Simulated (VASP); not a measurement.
# Hf in VASP: reference runs

How does Hf come out in PBE? The cell is run as given.

Everything below comes from runs of VASP 6.6.1. Logs are shortened: lines on timing, memory, paths and dates and some standing lists are left out, and cuts for length are marked.

## (1) The undisturbed slab

The cell holds a slab with vacuum, 5 atoms: a = 3.140 Å, b = 3.140 Å, c = 25.254 Å, α = 90.00°, β = 90.00°, γ = 120.00°.

The slab is cut from a database's or a generator's crystal, which needn't be the stable form of the element.

## (2) Single point, PBE (the (1 1 1) slab of Hf, cut from the database cell, not relaxed)

INCAR

```
SYSTEM = Hf
ALGO = Normal
DIPOL = 0.5 0.5 0.500
EDIFF = 1E-7
ENCUT = 520
GGA = PE
IDIPOL = 3
ISIF = 2
ISMEAR = -1
LASPH = .True.
LCHARG = .False.
LDIPOL = .True.
LREAL = .False.
LWAVE = .False.
NBANDS = 33
NELM = 80
PREC = Accurate
SIGMA = 0.05
```

KPOINTS

```
k-points
0
Gamma
  10 10 1
  0 0 0
```

POSCAR

```
Hf
1.0
    3.1395541085      0.0000000000      0.0000000000
   -1.5697770542      2.7189336145      0.0000000000
    0.0000000000      0.0000000000     25.2537407808
Hf
5
Direct
    0.6666666667      0.3333333333      0.2969857046
    0.3333333333      0.6666666667      0.3984928523
    0.0000000000      0.0000000000      0.5000000000
    0.6666666667      0.3333333333      0.6015071477
    0.3333333333      0.6666666667      0.7030142954
```

Potentials or basis: VASP PAW PBE potentials, release 64 (Hf_pv).

Run with:

```console
> cat potpaw_PBE.64/Hf_pv/POTCAR > POTCAR
> mpirun -np 1 vasp_std > vasp.out
```

OUTCAR:

```text
SYSTEM = Hf
   EDIFF = 1E-7
   ENCUT = 520
   GGA = PE
   ISIF = 2
   ISMEAR = -1
   LASPH = .True.
   LREAL = .False.
   NELM = 80
   PREC = Accurate

 ion  position               nearest neighbor table
   1  0.667  0.333  0.297-   2 3.14   2 3.14   2 3.14
   2  0.333  0.667  0.398-   3 3.14   1 3.14   1 3.14   3 3.14   3 3.14   1 3.14
   3  0.000  0.000  0.500-   2 3.14   4 3.14   2 3.14   4 3.14   4 3.14   2 3.14
   4  0.667  0.333  0.602-   3 3.14   5 3.14   5 3.14   3 3.14   3 3.14   5 3.14
   5  0.333  0.667  0.703-   4 3.14   4 3.14   4 3.14

  LATTYP: Found a hexagonal cell.
 ALAT       =     3.1395541085
 C/A-ratio  =     8.0437348452

  Lattice vectors:

 A1 = (   3.1395541085,   0.0000000000,   0.0000000000)
 A2 = (  -1.5697770542,   2.7189336145,   0.0000000000)
 A3 = (   0.0000000000,   0.0000000000,  25.2537407808)

Analysis of symmetry for initial positions (statically):
=====================================================================
 Subroutine PRICEL returns:
 Original cell was already a primitive cell.

 Routine SETGRP: Setting up the symmetry group for a
 hexagonal supercell.

 Subroutine GETGRP returns: Found 12 space group operations
 (whereof 12 operations were pure point group operations)
 out of a pool of 24 trial point group operations.

The static configuration has the point symmetry D_3d.

Analysis of symmetry for dynamics (positions and initial velocities):
=====================================================================
 Subroutine PRICEL returns:
 Original cell was already a primitive cell.

 Routine SETGRP: Setting up the symmetry group for a
 hexagonal supercell.

 Subroutine GETGRP returns: Found 12 space group operations
 (whereof 12 operations were pure point group operations)
 out of a pool of 24 trial point group operations.

The dynamic configuration has the point symmetry D_3d.

 Subroutine INISYM returns: Found 12 space group operations
 (whereof 12 operations are pure point group operations),
 and found     1 'primitive' translations

----------------------------------------------------------------------------------------

                                     Primitive cell

  volume of cell :     215.5720

  direct lattice vectors                    reciprocal lattice vectors
     3.139554109  0.000000000  0.000000000     0.318516568  0.183895626  0.000000000
    -1.569777054  2.718933615  0.000000000     0.000000000  0.367791253  0.000000000
     0.000000000  0.000000000 25.253740781     0.000000000  0.000000000  0.039598094

  length of vectors
     3.139554109  3.139554108 25.253740781     0.367791253  0.367791253  0.039598094

  position of ions in fractional coordinates (direct lattice)
     0.666666667  0.333333333  0.296985705
     0.333333333  0.666666667  0.398492852
     0.000000000  0.000000000  0.500000000
     0.666666667  0.333333333  0.601507148
     0.333333333  0.666666667  0.703014295

  ion indices of the primitive-cell ions
   primitive index   ion index
                 1           1
                 2           2
                 3           3
                 4           4
                 5           5

----------------------------------------------------------------------------------------

 KPOINTS: k-points

Automatic generation of k-mesh.
 Grid dimensions read from file:
 generate k-points for:   10   10    1

 Generating k-lattice:

  Cartesian coordinates                     Fractional coordinates (reciprocal lattice)
     0.031851657  0.018389563  0.000000000     0.100000000  0.000000000  0.000000000
     0.000000000  0.036779125  0.000000000     0.000000000  0.100000000  0.000000000
     0.000000000  0.000000000  0.039598094     0.000000000  0.000000000  1.000000000

  Length of vectors
     0.036779125  0.036779125  0.039598094

  Shift w.r.t. Gamma in fractional coordinates (k-lattice)
     0.000000000  0.000000000  0.000000000

 Subroutine IBZKPT returns following result:
 ===========================================

 Found     14 irreducible k-points:

 Following reciprocal coordinates:
            Coordinates               Weight
  0.000000  0.000000  0.000000      1.000000
  0.100000  0.000000  0.000000      6.000000
  0.200000  0.000000  0.000000      6.000000
  0.300000  0.000000  0.000000      6.000000
  0.400000 -0.000000  0.000000      6.000000
  0.500000  0.000000  0.000000      3.000000
  0.100000  0.100000  0.000000      6.000000
  0.200000  0.100000  0.000000     12.000000
  0.300000  0.100000  0.000000     12.000000
  0.400000  0.100000  0.000000     12.000000
  0.200000  0.200000  0.000000      6.000000
  0.300000  0.200000  0.000000     12.000000
  0.400000  0.200000  0.000000      6.000000
  0.300000  0.300000  0.000000      6.000000
   k-points           NKPTS =     14   k-points in BZ     NKDIM =     14   number of bands    NBANDS=     33
   number of dos      NEDOS =    301   number of ions     NIONS =      5
   total plane-waves  NPLWV = 110592
   dimension x,y,z NGX =    24 NGY =   24 NGZ =  192
   dimension x,y,z NGXF=    48 NGYF=   48 NGZF=  384
   ions per type =               5
   NGX,Y,Z   is equivalent  to a cutoff of  12.71, 12.71, 12.64 a.u.
   NGXF,Y,Z  is equivalent  to a cutoff of  25.42, 25.42, 25.28 a.u.
 SYSTEM =  Hf
   PREC   = accura    normal or accurate (medium, high low for compatibility)
   ISTART =      0    job   : 0-new  1-cont  2-samecut
   ICHARG =      2    charge: 1-file 2-atom 10-const
   ISPIN  =      1    spin polarized calculation?
   LNONCOLLINEAR =      F non collinear calculations
   LSORBIT =      F    spin-orbit coupling
   LASPH  =      T    aspherical Exc in radial PAW
   ENCUT  =  520.0 eV  38.22 Ry    6.18 a.u.   5.84  5.84 46.96*2*pi/ulx,y,z
   NELM   =     80;   NELMIN=  2; NELMDL= -5     # of ELM steps
   EDIFF  = 0.1E-06   stopping-criterion for ELM
   LREAL  =      F    real-space projection
   EDIFFG = 0.1E-05   stopping-criterion for IOM
   NSW    =      0    number of steps for IOM
   IBRION =     -1    ionic relax: 0-MD 1-quasi-New 2-CG
   NFREE  =      0    steps in history (QN), initial steepest desc. (CG)
   ISIF   =      2    stress and relaxation
   ISYM   =      2    0-nonsym 1-usesym 2-fastsym
   POTIM  = 0.5000    time-step for ionic-motion
   TEBEG  =    0.0;   TEEND  =   0.0 temperature during run
   PSTRESS=    0.0 pullay stress
   NELECT =      50.0000    total number of electrons
   NUPDOWN=      -1.0000    fix difference up-down
   EMIN   =  10.00;   EMAX   =-10.00  energy-range for DOS
   EFERMI =   0.00;   METHOD = LEGACY
   ISMEAR =    -1;   SIGMA  =   0.05  broadening in eV -4-tet -1-fermi 0-gaus
   EFERMI_NEDOS =   21; number of points for ismear=-14 and -15
   IALGO  =     38    algorithm
   IMIX   =      4    mixing-type and parameters
     AMIX     =   0.40;   BMIX     =  1.00
     AMIX_MAG =   1.60;   BMIX_MAG =  1.00
  volume/ion in A,a.u.               =      43.11       290.95
  Fermi-wavevector in a.u.,A,eV,Ry     =   1.005852  1.900785 13.765533  1.011738
  Thomas-Fermi vector in A             =   2.138557
   LORBIT       =      0    0 simple, 1 ext, 2 COOP (PROOUT), +10 PAW based schemes
   GGA     = PE    functional components
   LHFCALC =     F    Hartree Fock is set to
   AEXX    =    0.0000 exact exchange contribution
   IVDW    =     0    specifies the selected vdW correction
   LEPSILON=     F    determine dielectric tensor
   LRPA    =     F    only Hartree local field effects (RPA)
 non-spin polarized calculation
  energy-cutoff  :      520.00
  volume of cell :      215.57
 maximum number of plane-waves:      5830
 NGX is ok and might be reduce to    24
   NGX = 11   NGY = 11   NGZ = 93

 number of electron      49.9999991 magnetization

 dipolmoment           0.000000      0.000000     -0.000000 electrons x Angstroem

 Free energy of the ion-electron system (eV)
  ---------------------------------------------------
  ext. energy  EPLUGINS =         0.00000000
  ---------------------------------------------------
  free energy    TOTEN  =       -47.48147068 eV

  energy without entropy =      -47.41673010  energy(sigma->0) =      -47.44910039

 E-fermi :   0.4556     XC(G=0):  -6.6022

 val. band max:        0.4534013849   @ k =   0.3000   0.1000   0.0000
 cond. band min:       0.4703697184   @ k =   0.3000   0.3000   0.0000
 fundamental gap:      0.0169683335
 Fermi energy:         0.4556030281

 k-point     1 :       0.0000    0.0000    0.0000
  band No.  band energies     occupation
      1     -30.4821      2.00000
      2     -30.4552      2.00000
      3     -30.1411      2.00000
      4     -29.9455      2.00000
      5     -29.9455      2.00000
      6     -29.9455      2.00000
[... 25 lines left out ...]
     32       1.9570      0.00000
     33       2.1295      0.00000

 k-point     2 :       0.1000    0.0000    0.0000
  band No.  band energies     occupation
      1     -30.4644      2.00000
      2     -30.4422      2.00000
      3     -30.1364      2.00000
      4     -30.0185      2.00000
      5     -30.0074      2.00000
      6     -29.9609      2.00000
[... 25 lines left out ...]
     32       2.1342      0.00000
     33       2.1727      0.00000
[... 394 lines left out ...]
     32       2.6476      0.00000
     33       3.1576      0.00000

 k-point    14 :       0.3000    0.3000    0.0000
  band No.  band energies     occupation
      1     -30.4752      2.00000
      2     -30.4748      2.00000
      3     -30.3516      2.00000
      4     -30.3507      2.00000
      5     -30.3175      2.00000
      6     -30.3148      2.00000
[... 25 lines left out ...]
     32       3.2158      0.00000
     33       3.3521      0.00000

------------------------ aborting loop because EDIFF is reached ----------------------------------------

 vacuum level on the upper side and lower side of the slab       (xc-potential included)        -0.175        -0.175

  FORCE on cell =-STRESS in cart. coord.  units (eV):
  Direction    XX          YY          ZZ          XY          YZ          ZX
  --------------------------------------------------------------------------------------
  -------------------------------------------------------------------------------------
  Total       -0.2720204     -0.2720204     -1.4156631     -0.0000000      0.0000000      0.0000000
  in kB       -2.0217144     -2.0217144    -10.5215131     -0.0000000      0.0000000      0.0000000
  external PRESSURE =      -4.8549807 kB  Pullay stress =       0.0000000 kB

 VOLUME and BASIS-vectors are now :
 -----------------------------------------------------------------------------
  energy-cutoff  :      520.00
  volume of cell :      215.57
      direct lattice vectors                 reciprocal lattice vectors
     3.139554109  0.000000000  0.000000000     0.318516568  0.183895626  0.000000000
    -1.569777054  2.718933615  0.000000000     0.000000000  0.367791253  0.000000000
     0.000000000  0.000000000 25.253740781     0.000000000  0.000000000  0.039598094

 POSITION                                       TOTAL-FORCE (eV/Angst)
 -----------------------------------------------------------------------------------
      1.56978      0.90631      7.50000         0.000000      0.000000      0.479337
     -0.00000      1.81262     10.06344        -0.000000      0.000000     -0.685841
      0.00000      0.00000     12.62687         0.000000      0.000000     -0.000000
      1.56978      0.90631     15.19031        -0.000000     -0.000000      0.685841
     -0.00000      1.81262     17.75374         0.000000     -0.000000     -0.479337
 -----------------------------------------------------------------------------------
    total drift:                                0.000000     -0.000000      0.000000

  FREE ENERGIE OF THE ION-ELECTRON SYSTEM (eV)
  ---------------------------------------------------
  free  energy   TOTEN  =       -47.4814706759 eV

  energy  without entropy=      -47.4167301034  energy(sigma->0) =      -47.44910039

 vacuum level on the upper side and lower side of the slab         4.758         4.758
```

Run time: 3 min. Hardware: 1 thread of Intel Xeon Platinum 8488C (Sapphire Rapids), shared host; peak memory 0.34 GiB.

Results:

- Free energy: -47.4815 eV
- Largest force: 0.686 eV/Å
- Band gap on the k mesh: none (metal or under the smearing width)

Forces in eV/Å, atoms in the order of the input:
```
Hf   0.000  0.000  0.479
Hf   0.000  0.000 -0.686
Hf   0.000  0.000  0.000
Hf   0.000  0.000  0.686
Hf   0.000  0.000 -0.479
```

The run has no spin-orbit coupling, so splittings on Hf are missing.
